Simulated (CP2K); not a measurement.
Crystal: BeTe.

```
Te Be
1.0
     3.91737    0.00000    0.00000
     1.95869    3.39254    0.00000
     1.95869    1.13085    3.19852
Te Be
1 1
Cartesian
  5.8761 3.3925 2.3989
  0.0000 0.0000 0.0000
```

Base run:

```yaml
Program: CP2K 2026.2
Functional: RPBE
Potentials_or_basis: POTENTIAL_UZH Te GTH-PBE-q6, Be GTH-PBE-q4; TZVP-MOLOPT-PBE-GTH basis
Density_cutoff: 11565 eV
k_mesh: 8 × 8 × 8
Occupations: fermi-dirac, width 0.05 eV
Spin: no spin polarisation
```

Its results: band gap on the k mesh 2.62 eV, indirect (least direct gap 4.00 eV); pressure 6.7 GPa.

Q: The run is repeated on the same cell with these changes: functional from RPBE to PBEsol. What comes out?

A: Band gap on the k mesh 2.42 eV, indirect (least direct gap 3.86 eV); pressure 4.4 GPa.

PBEsol binds more tightly than RPBE, so the same cell stands under less pressure.

Caveats: the potentials were made for another functional, which shifts forces and pressure; spin-orbit coupling is left out, which moves the levels of the heavy elements; the basis of atomic orbitals isn't converged, which shifts pressures, moduli and gaps.
